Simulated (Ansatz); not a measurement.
# Migration of Mg in Si

Level of theory: DFT PBE, scalar-relativistic, plane waves, PAW in Ansatz. Settings: 420 eV cutoff, 2×2×2 k-mesh, shifted by half a step, Gaussian smearing of 0.02 eV, no spin polarisation.

Host crystal, relaxed:

```
Si
1.0
     0.00000    2.73505    2.73505
     2.73505    0.00000    2.73505
     2.73505    2.73505    0.00000
Si
2
Direct
  0.25000 0.25000 0.25000
  0.00000 0.00000 0.00000
```

In a supercell of 32 host sites with charge +2, interstitial Mg hops to an equivalent place, moving 2.37 Å between the relaxed ends. Climbing-image nudged elastic band at fixed cell with images 0 (start) to 6 (end), the path measured over all atoms, converged to 0.05 eV/Å; the order of the saddle wasn't checked, and the small cell leaves errors of about a tenth of an eV.

Supercell rows in host cell vectors: 1 -3 1; 1 1 1; -3 1 1. Mg was set at (0.500, 0.500, 0.500) of the host cell.

At the relaxed start Mg has 4 Si at 2.51 Å, 6 Si at 2.78 Å.

Question: What barrier does the band give, and what surrounds the atom at the top?

Answer: 1.07 eV at image 3, where Mg has 6 Si at 2.46 Å.

Cost: 1 run of about 13 core-minutes, on Arm Neoverse V1 (shared hosts).